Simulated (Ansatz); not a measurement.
# In2O3 (R-3c) in Ansatz: notebook

The runs below take In2O3 through relaxation of cell and atoms, single point, with r2SCAN+D3(BJ), PBE.

Everything below comes from runs of Ansatz 0.2.0. Logs are shortened: lines on timing, memory, paths and dates and some standing lists are left out, and cuts for length are marked.

**Experimental background.**

“Fabrication and performance enhancement of an In2O3/BiVO4 heterojunction for N-butanol gas sensing applications”, 2024, pmc:11650617 reports, for a powder of In2O3: band gap 3.08 eV (optical).

The runs below are set against these values where they give the same quantity.

## (1) Starting point

The structure is trigonal, space group R-3c (No. 167). The conventional cell has a = 5.487 Å, b = 5.487 Å, c = 14.510 Å, α = 90.00°, β = 90.00°, γ = 120.00°. In (site symmetry 3) is surrounded by 6 O at 2.12 to 2.26 Å. O (site symmetry 2) is surrounded by 4 In at 2.12 to 2.26 Å.

## (2) Relaxation of cell and atoms, r2SCAN+D3(BJ)

input.yaml reads:

```yaml
crystal:
  lattice:
    - [2.7435, 1.5839604635, 4.8366666667]
    - [-2.7435, 1.5839604635, 4.8366666667]
    - [0.0, -3.167920927, 4.8366666667]
  atoms:
    - { symbol: In, position: [0.85731, 0.85731, 0.85731] }
    - { symbol: In, position: [0.64269, 0.64269, 0.64269] }
    - { symbol: In, position: [0.14269, 0.14269, 0.14269] }
    - { symbol: In, position: [0.35731, 0.35731, 0.35731] }
    - { symbol: O, position: [0.048, 0.75, 0.452] }
    - { symbol: O, position: [0.75, 0.452, 0.048] }
    - { symbol: O, position: [0.452, 0.048, 0.75] }
    - { symbol: O, position: [0.952, 0.25, 0.548] }
    - { symbol: O, position: [0.25, 0.548, 0.952] }
    - { symbol: O, position: [0.548, 0.952, 0.25] }
hamiltonian:
  xc: r2scan
  pseudopotentials: { kind: paw }
  dispersion: d3bj
kpoints:
  mp_grid: { grid: [6, 6, 6] }
scf:
  occupations: { method: fermi_dirac, width: 0.05 }
output:
  forces: true
  stress: true
  eigenvalues: true
  write_density: true
  write_potential: true
  elf: true
  volumetric_format: npy
relax:
  f_tol: 0.01
  max_steps: 40
  cell: { stress_tol: 0.05 }
```

Potentials or basis: Ansatz PAW.

The run is started by

```bash
ansatz run input.yaml --threads 4 --pin off --max-ram 11264MiB --backend cpu --events-out ev --progress --plain --runs-dir out
```

What it wrote:

```text
Warning: the engine holds no damping parameters fitted to this dispersion correction and functional, so the run takes those fitted to r2scan beside the three-body term, which d3bj leaves out (hamiltonian.dispersion, under Limitations)
Warning: RAYON_NUM_THREADS=4 ignored (pool sized by the plan → 4); use --threads N
Engine: ansatz 0.2.0, aarch64-unknown-linux-gnu
Pseudopotentials: kind: paw
Pseudopotential: In, paw, valence charge 13, recommended cutoff 500 eV (meta_gga), In.paw.azcp
Pseudopotential: O, paw, valence charge 6, recommended cutoff 500 eV (meta_gga), O.paw.azcp
Functional definition: r2SCAN
  parameter k0 = 0.174
  parameter k1 = 0.065
  parameter a1 = 4.9479
  exchange = r2scan_x(k0 = k0, k1 = k1, a1 = a1)
  correlation = r2scan_c
Crystal: 10 atoms, lattice volume = 126.109 Å³
Basis set: ecut = 500 eV, 3227 PW (Γ), exchange–correlation on 180×180×180 points (64 copies of the dense FFT grid, shifted against one another)
Bands: 54, of which v1, the nominal top of the filled ones, is band 44 counted from 1 (43 counted from 0)
Symmetry: 12 space group operations
Space group: R-3c (ITA 167), of the structure as read, at distance tolerance 5.0e-5 Å
k-points: 32 of 216
Non-local potential: In, projectors of the file, l = 0: 2, l = 1: 2, l = 2: 2, l = 3: 2
Non-local potential: O, projectors of the file, l = 0: 2, l = 1: 2, l = 2: 1
PAW form: soft (Blöchl's): semilocal exchange-correlation on the pseudo side does not see the compensation charge
PAW frozen core: In, regenerated for the run's functional (the file was generated under x = pbe(κ = 0.804, μ = 0.2195149727645171), c = pbe(β = 0.06672455060314922))
PAW frozen core: O, regenerated for the run's functional (the file was generated under x = pbe(κ = 0.804, μ = 0.2195149727645171), c = pbe(β = 0.06672455060314922))
PAW one-centre angular grid: In, 590 points (default); XC on 289 of its mesh's 2783 points in the sphere
PAW one-centre angular grid: O, 302 points (default); XC on 160 Gauss nodes
Initial density: superposition of atomic densities (neutral atoms: chi_scale 0, normalization atom), corrected by the library's trained network
Initial wavefunctions: pseudopotential atomic-orbital guess
Functional: x = r2scan, c = r2scan; τ floored in thin density (d = 2e-4 eV/Å³)
SCF iter   1: F=—  HF=-25862.374259 eV  |F-HF|=—  |Δ(HF+E_count)|=         —  Δρ=1.17e-2  dr2=1.23e-1  dr2_τ=3.46e-1  ethr=1.77e-3  ⟨swp⟩=6.2  Hψ=7183  notcnv=0  defer=23
preconditioner: auto → Resta (q_TF=auto, 2.569 Å⁻¹)  ε∞=4.2  [insulator: Δε(μ)=1.935 eV  Ē_g=17.473 eV  σ=0.050 eV  W_gap=1.00  n_scr=32 (ndim 8)  ℏωp=31.0 eV  f_vac=0.020  D(μ)=0.00/eV (n_scr^D=0)  ε∞_Penn≈4.2]
SCF iter   2: F=—  HF=-25862.530353 eV  |F-HF|=—  |Δ(HF+E_count)|=   1.56e-1  Δρ=6.40e-3  dr2=3.07e-2  dr2_τ=1.98e-3  ethr=1.40e-4  ⟨swp⟩=2.5  Hψ=3616  notcnv=0  defer=148
SCF iter   3: F=—  HF=-25862.527671 eV  |F-HF|=—  |Δ(HF+E_count)|=   2.68e-3  Δρ=9.53e-4  dr2=5.53e-4  dr2_τ=9.57e-5  ethr=3.49e-5  ⟨swp⟩=2.8  Hψ=2825  notcnv=0  defer=148
SCF iter   4: F=—  HF=-25862.527923 eV  |F-HF|=—  |Δ(HF+E_count)|=   2.52e-4  Δρ=2.03e-4  dr2=5.79e-5  dr2_τ=2.99e-6  ethr=6.28e-7  ⟨swp⟩=2.1  Hψ=2255  notcnv=0  defer=148
SCF iter   5: F=—  HF=-25862.528018 eV  |F-HF|=—  |Δ(HF+E_count)|=   9.54e-5  Δρ=1.45e-4  dr2=2.06e-5  dr2_τ=2.60e-6  ethr=6.58e-8  ⟨swp⟩=2.0  Hψ=2988  notcnv=0  defer=148
SCF iter   6: F=—  HF=-25862.528014 eV  |F-HF|=—  |Δ(HF+E_count)|=   4.51e-6  Δρ=2.21e-5  dr2=6.29e-7  dr2_τ=2.28e-8  ethr=2.35e-8  ⟨swp⟩=2.0  Hψ=2150  notcnv=0  defer=148
SCF iter   7: F=-25862.528014 eV  HF=-25862.528014 eV  |F-HF|=5.46e-10  |Δ(HF+E_count)|=   1.38e-7  Δρ=4.27e-6  dr2=2.74e-8  dr2_τ=1.72e-9  ethr=1.14e-10  ⟨swp⟩=15.1  Hψ=13310  notcnv=0
SCF 1 converged in 7 iterations: F = -25862.528014 eV  dr2 = 2.74e-8
relax step   1: F+E_penalty+E_count = -25862.52801380 eV  Δ(F+E_penalty+E_count) = +0.000e0 eV  max|allowed force component| = 1.302e-1 eV/Å  Δτ_max = 0.0000 Å  P = +0.668 GPa  Ω = 126.109 Å³  (7 SCF iters, dr2 threshold 1.00e-7 eV, accepted)
[... 9 lines left out ...]
relax step   5: F+E_penalty+E_count = -25862.53248323 eV  Δ(F+E_penalty+E_count) = -5.232e-6 eV  max|allowed force component| = 4.179e-4 eV/Å  Δτ_max = 0.0009 Å  P = -0.005 GPa  Ω = 126.532 Å³  energy of the carried Pulay correction = -2.197e-4 eV  (6 SCF iters, dr2 threshold 6.89e-9 eV, accepted)
[... 7 lines left out ...]
relax step   6: F+E_penalty+E_count = -25862.53270037 eV  Δ(F+E_penalty+E_count) = -2.171e-4 eV  max|allowed force component| = 4.159e-4 eV/Å  Δτ_max = 0.0000 Å  P = -0.005 GPa  Ω = 126.532 Å³  stress off target by 9.22e-3 GPa  SCF on the basis re-selected at this cell (its energy is not comparable with the rows above)  (4 SCF iters)
basis re-selected at this cell: Δ(F+E_penalty+E_count) = -2.171e-4 eV, ΔP = -0.001 GPa vs the last step (what re-selecting the basis moved, of the pressure what is left beyond the Pulay correction that the steps carried, after the strain that the cell walked since its last selection, with what the two solves' SCF thresholds leave and, on support functions, any second-order correction that the steps lacked; it is no measure of the basis error at this ecutwfc). This SCF's stress stands 9.22e-3 GPa from its target on what of the cell is left free (relax.cell.stress_tol is 5.00e-2 GPa) and its largest allowed force component is 4.16e-4 eV/Å (relax.f_tol is 1.00e-2 eV/Å): within both
SCF converged after 4 iterations
Free energy (F): -25862.532700 eV
Harris-Foulkes:  -25862.532700 eV  (|F-HF|=1.09e-11)
Internal energy: -25862.532700 eV  (E = F + TS)
E sigma→0 (E₀):  -25862.532700 eV
Fermi energy:    9.583060 eV
--- Per-component energies (eV) ---
  E_band       = -22.279958
  E_kinetic    = 2041.417543
  E_local      = -5893.694260  (includes V_loc(G=0)·N_el)
  E_nonlocal   = 1775.472046
  E_hartree    = 2275.877836
  E_xc         = -1237.441985
  E_vxc        = -1050.413354  (∫ρ·V_xc dr)
  E_paw        = -17726.088595  (= ΣΔE_a)
  E_vpaw       = -1514.995235  (= ΣTr[D̂ρ^β])
  E_aug_tail   = 0.006007  (compensation charges beyond the density's cutoff)
  E_vtau       = 68.171821  (kinetic-family band-sum trace: ∫τ·v_τ [+ j·A + Jᵃ·Aᵃ] dr)
  E_ewald      = -7100.684191
  E_disp       = -1.067640  (pairwise vdW)
  E_core_change = 3.670538  (= ΣΔE_core)
  E_smearing   = -0.000000  (= −TS)
  E_closure    = 0.000000  (closes the sum)
  Σ components = -25862.532700   (vs F -25862.532700, Δ=0.00e0)
--- Forces (eV/Å), atoms counted from 1 ---
  atom   1  In     0.00000000     0.00000000    -0.00041595
  atom   2  In     0.00000000    -0.00000000     0.00041595
  atom   3  In    -0.00000000    -0.00000000     0.00041595
  atom   4  In    -0.00000000     0.00000000    -0.00041595
  atom   5  O     -0.00018217    -0.00031553     0.00000000
  atom   6  O     -0.00018217     0.00031553    -0.00000000
  atom   7  O      0.00036434    -0.00000000    -0.00000000
  atom   8  O      0.00018217     0.00031553    -0.00000000
  atom   9  O      0.00018217    -0.00031553     0.00000000
  atom  10  O     -0.00036434     0.00000000     0.00000000
  max |Σ_I F_I| component: 8.08e-18 eV/Å
--- Stress (GPa, compression-positive) ---
       -0.003189       0.000000      -0.000000
        0.000000      -0.003189       0.000000
       -0.000000       0.000000      -0.009216
  P = ⅓ Tr σ = -0.0052 GPa (-0.052 kbar)
--- Band table (eV; the first three rows and the last of 32) ---
  k-point 0: bands = ["-9.9873", "-9.1158", "-9.1158", "-8.9174", "-8.9174", "-8.8348", "-4.1113", "-4.1113", "-3.9599", "-3.9599", "-3.9581", "-3.8263", "-3.7943", "-3.7943", "-3.7565", "-3.7565", "-3.7021", "-3.7021", "-3.6145", "-3.5865", "-3.5865", "-3.5848", "-3.3064", "-3.3064", "-2.6225", "-2.6225", "2.9815", "3.3365", "4.5273", "4.5273", "5.2469", "5.6601", "5.8738", "5.8738", "6.0484", "7.8090", "7.8090", "8.0701", "8.1525", "8.1525", "8.2895", "8.2895", "8.5224", "8.5224", "10.4057", "14.7673", "15.5907", "16.5098", "18.6459", "18.6459", "18.7554", "18.8384", "19.2598", "19.2598"]
[... 3 lines left out ...]
--- Relaxed structure (5 steps of the walk, 5 accepted, 1 SCFs on fresh bases) ---
  F+E_penalty+E_count = -25862.53270037 eV   max|allowed force component| = 4.159e-4 eV/Å   (the final SCF, on the basis selected at the relaxed cell)
  cell:  # Å, volume = 126.5317 Å³
    - [2.7484405678050527, 1.586812901673935, 4.835439305907922]
    - [-2.7484405678050527, 1.586812901673935, 4.835439305907922]
    - [5.538264128173715e-19, -3.17362580334787, 4.835439305907922]
  atoms:
    - { symbol: In, position: [0.8572234509950407, 0.8572234509950407, 0.8572234509950407] }
    - { symbol: In, position: [0.6427765490049595, 0.6427765490049595, 0.6427765490049595] }
    - { symbol: In, position: [0.1427765490049595, 0.1427765490049595, 0.1427765490049595] }
    - { symbol: In, position: [0.3572234509950406, 0.3572234509950406, 0.3572234509950406] }
    - { symbol: O, position: [0.046507272292671376, 0.75, 0.45349272770732885] }
    - { symbol: O, position: [0.75, 0.4534927277073288, 0.046507272292671265] }
    - { symbol: O, position: [0.4534927277073288, 0.04650727229267132, 0.7500000000000001] }
    - { symbol: O, position: [0.9534927277073288, 0.2500000000000001, 0.5465072722926715] }
    - { symbol: O, position: [0.2500000000000001, 0.5465072722926715, 0.9534927277073288] }
    - { symbol: O, position: [0.5465072722926715, 0.9534927277073288, 0.2500000000000001] }
```

Run time: 50 s. Hardware: 4 threads of Arm Neoverse V1, shared host; peak memory 1.1 GiB.

Results:

```
Free energy                            : -25862.5327 eV
Relaxed volume                         : 12.65 Å³/atom
Relaxed cell                           : a = 5.784 Å, b = 5.784 Å, c = 5.784 Å, α = 56.74°, β = 56.74°, γ = 56.74°
Space group after relaxing (to 0.05 Å) : R-3c (No. 167)
Energy gained by relaxing              : 0.5 meV/atom
Ionic steps                            : 6
Pressure after relaxing                : 0.0 GPa
Band gap on the k mesh                 : 1.85 eV, indirect (least direct gap 1.88 eV)
```

The path:
```csv
step,energy change (eV),largest force (eV/Å),volume (Å³)
1,0.0000,0.1302,126.11
2,-0.0037,0.0700,126.50
3,-0.0043,0.0145,126.52
4,-0.0045,0.0064,126.50
5,-0.0045,0.0004,126.53
6,-0.0047,0.0004,126.53
```

Final structure:
```yaml
crystal:
  lattice:
    - [2.74844, 1.58681, 4.83544]
    - [-2.74844, 1.58681, 4.83544]
    - [0.00000, -3.17363, 4.83544]
  atoms:
    - { symbol: In, position: [0.85722, 0.85722, 0.85722] }
    - { symbol: In, position: [0.64278, 0.64278, 0.64278] }
    - { symbol: In, position: [0.14278, 0.14278, 0.14278] }
    - { symbol: In, position: [0.35722, 0.35722, 0.35722] }
    - { symbol: O, position: [0.04651, 0.75000, 0.45349] }
    - { symbol: O, position: [0.75000, 0.45349, 0.04651] }
    - { symbol: O, position: [0.45349, 0.04651, 0.75000] }
    - { symbol: O, position: [0.95349, 0.25000, 0.54651] }
    - { symbol: O, position: [0.25000, 0.54651, 0.95349] }
    - { symbol: O, position: [0.54651, 0.95349, 0.25000] }
```

Levels at points of the mesh, in eV from the valence-band top:
```csv
k point,band 41,band 42,band 43,band 44,band 45,band 46,band 47,band 48
"(0.00, 0.00, 0.00)",-0.26,-0.26,-0.03,-0.03,1.85,6.22,7.04,7.96
"(0.00, 0.00, -0.50)",-0.71,-0.71,-0.06,-0.06,5.58,5.58,6.61,6.61
"(0.00, -0.50, -0.50)",-0.56,-0.32,-0.07,-0.03,5.85,6.14,7.19,7.21
"(-0.50, -0.50, -0.50)",-0.19,-0.19,-0.19,-0.19,5.00,5.00,7.96,7.96
```

Caveat: the plane-wave basis is chosen anew once the cell has moved, so the energies of steps on either side of that aren't comparable; spin-orbit coupling is left out, which moves the levels of the heavy elements; the PAW data sets come from PBE, with cores solved anew for the run's functional, which leaves a small shift of forces and pressure; the dispersion damping was fitted for another functional or another form of the correction.

## (3) Single point, PBE

Edit input.yaml of step 2 so:

```diff
@@ -17,5 +17,4 @@
 hamiltonian:
-  xc: r2scan
+  xc: pbe
   pseudopotentials: { kind: paw }
-  dispersion: d3bj
 kpoints:
@@ -24,2 +23,4 @@
   occupations: { method: fermi_dirac, width: 0.05 }
+basis:
+  ecutwfc: "350 eV"
 output:
@@ -28,9 +29 @@
   eigenvalues: true
-  write_density: true
-  write_potential: true
-  elf: true
-  volumetric_format: npy
-relax:
-  f_tol: 0.01
-  max_steps: 40
-  cell: { stress_tol: 0.05 }
```

Potentials or basis: Ansatz PAW.

The run is started by

```bash
ansatz run input.yaml --threads 4 --pin off --max-ram 11264MiB --backend cpu --events-out ev --progress --plain --runs-dir out
```

Wall time 2.7 s (4 threads of Arm Neoverse V1, shared host); peak memory 0.5 GiB.

The run converged. Its results:

| Quantity | Value |
| --- | --- |
| Free energy | -25795.7420 eV |
| Pressure | 8.4 GPa |
| Largest force | 0.101 eV/Å |
| Band gap on the k mesh | 1.29 eV, indirect (least direct gap 1.33 eV) |

Forces on the atoms (eV/Å):
```
In   0.000  0.000  0.030
In   0.000  0.000 -0.030
In   0.000  0.000 -0.030
In   0.000  0.000  0.030
O   -0.051 -0.088  0.000
O   -0.051  0.088  0.000
O    0.101  0.000  0.000
O    0.051  0.088  0.000
O    0.051 -0.088  0.000
O   -0.101  0.000  0.000
```

Stress tensor (GPa, compression positive):
```
8.86 0.00 0.00
0.00 8.86 0.00
0.00 0.00 7.37
```

Levels at points of the mesh, in eV from the valence-band top:
| k point | band 41 | band 42 | band 43 | band 44 | band 45 | band 46 | band 47 | band 48 |
| --- | --- | --- | --- | --- | --- | --- | --- | --- |
| (0.00, 0.00, 0.00) | -0.27 | -0.27 | -0.04 | -0.04 | 1.29 | 5.62 | 6.31 | 7.37 |
| (0.00, 0.00, -0.50) | -0.75 | -0.75 | -0.06 | -0.06 | 4.99 | 4.99 | 5.94 | 5.94 |
| (0.00, -0.50, -0.50) | -0.54 | -0.33 | -0.08 | -0.04 | 5.23 | 5.56 | 6.52 | 6.63 |
| (-0.50, -0.50, -0.50) | -0.18 | -0.18 | -0.18 | -0.18 | 4.44 | 4.44 | 7.23 | 7.23 |

Caveat: the pressure holds a Pulay correction of +5.9 GPa for the finite cutoff; spin-orbit coupling is left out, which moves the levels of the heavy elements; the cutoff lies under the one recommended for these potentials.

## (4) Single point, PBE

Edit input.yaml of step 3 so:

```diff
@@ -20,7 +20,5 @@
 kpoints:
-  mp_grid: { grid: [6, 6, 6] }
+  mp_grid: { grid: [8, 8, 8] }
 scf:
   occupations: { method: fermi_dirac, width: 0.05 }
-basis:
-  ecutwfc: "350 eV"
 output:
```

The run is started by

```bash
ansatz run input.yaml --threads 4 --pin off --max-ram 11264MiB --backend cpu --events-out ev --progress --plain --runs-dir out
```

It took 6.8 s on 4 threads of Arm Neoverse V1, shared host; peak memory 0.68 GiB.

Results (log left out):

- Free energy: -25796.2966 eV
- Pressure: 8.4 GPa
- Largest force: 0.126 eV/Å
- Band gap on the k mesh: 1.31 eV, indirect (least direct gap 1.34 eV)

Forces on the atoms (eV/Å):
```
In   0.000  0.000  0.020
In   0.000  0.000 -0.020
In   0.000  0.000 -0.020
In   0.000  0.000  0.020
O   -0.063 -0.109  0.000
O   -0.063  0.109  0.000
O    0.126  0.000  0.000
O    0.063  0.109  0.000
O    0.063 -0.109  0.000
O   -0.126  0.000  0.000
```

Stress tensor (GPa, compression positive):
```
8.92 0.00 0.00
0.00 8.92 0.00
0.00 0.00 7.51
```

Levels at points of the mesh, in eV from the valence-band top:
| k point | band 40 | band 41 | band 42 | band 43 | band 44 | band 45 | band 46 | band 47 | band 48 | band 49 |
| --- | --- | --- | --- | --- | --- | --- | --- | --- | --- | --- |
| (0.00, 0.00, 0.00) | -0.37 | -0.26 | -0.26 | -0.04 | -0.04 | 1.31 | 5.62 | 6.31 | 7.37 | 9.23 |
| (0.00, 0.00, -0.50) | -0.91 | -0.75 | -0.75 | -0.06 | -0.06 | 5.00 | 5.00 | 5.94 | 5.94 | 8.46 |
| (0.00, -0.50, -0.50) | -0.86 | -0.55 | -0.33 | -0.08 | -0.04 | 5.24 | 5.56 | 6.52 | 6.63 | 7.38 |
| (-0.50, -0.50, -0.50) | -1.09 | -0.19 | -0.19 | -0.19 | -0.19 | 4.45 | 4.45 | 7.23 | 7.23 | 8.35 |

Caveat: the pressure holds a Pulay correction of +0.7 GPa for the finite cutoff; spin-orbit coupling is left out, which moves the levels of the heavy elements.

## (5) The runs side by side

| task | level | cell | k mesh | cutoff (eV) | gap on the mesh (eV) | pressure (GPa) | largest force (eV/Å) |
| --- | --- | --- | --- | --- | --- | --- | --- |
| relaxation of cell and atoms | r2SCAN+D3(BJ) | relaxed | 6 × 6 × 6 | 500 | 1.85 | 0.0 | - |
| single point | PBE | as given | 6 × 6 × 6 | 350 | 1.29 | 8.4 | 0.10 |
| single point | PBE | as given | 8 × 8 × 8 | 420 | 1.31 | 8.4 | 0.13 |

Alike in all rows: potentials or basis Ansatz PAW; no spin polarisation; smearing fermi-dirac 0.05 eV.

Caveats: spin-orbit coupling is left out, which moves the levels of the heavy elements; the plane-wave basis is chosen anew once the cell has moved, so the energies of steps on either side of that aren't comparable (some runs); the PAW data sets come from PBE, with cores solved anew for the run's functional, which leaves a small shift of forces and pressure (some runs); the dispersion damping was fitted for another functional or another form of the correction (some runs); the pressure holds a Pulay correction of +5.9 GPa for the finite cutoff (some runs); the cutoff lies under the one recommended for these potentials (some runs).

Total energies depend on the potentials used, so only differences within one code and one set of settings carry meaning.

## (6) Comparison with measurements

Step 3. Measured gap of In2O3: 3.08 eV (optical; powder; “Fabrication and performance enhancement of an In2O3/BiVO4 heterojunction for N-butanol gas sensing applications”, 2024, pmc:11650617). This calculation gives 1.29 eV (-1.79 eV). So large a miss can be the level of theory's own, or it may mean another phase, state or a wrong row. Spin-orbit coupling on In is left out. The value is that of PBE on a finite k mesh, which can miss the band edges, without temperature or zero-point motion. Semilocal functionals fall short of measured gaps as a rule.

Step 4. Measured gap of In2O3: 3.08 eV (optical; powder; “Fabrication and performance enhancement of an In2O3/BiVO4 heterojunction for N-butanol gas sensing applications”, 2024, pmc:11650617). This calculation gives 1.31 eV (-1.77 eV). So large a miss can be the level of theory's own, or it may mean another phase, state or a wrong row. Spin-orbit coupling on In is left out. The value is that of PBE on a finite k mesh, which can miss the band edges, without temperature or zero-point motion. Semilocal functionals fall short of measured gaps as a rule.
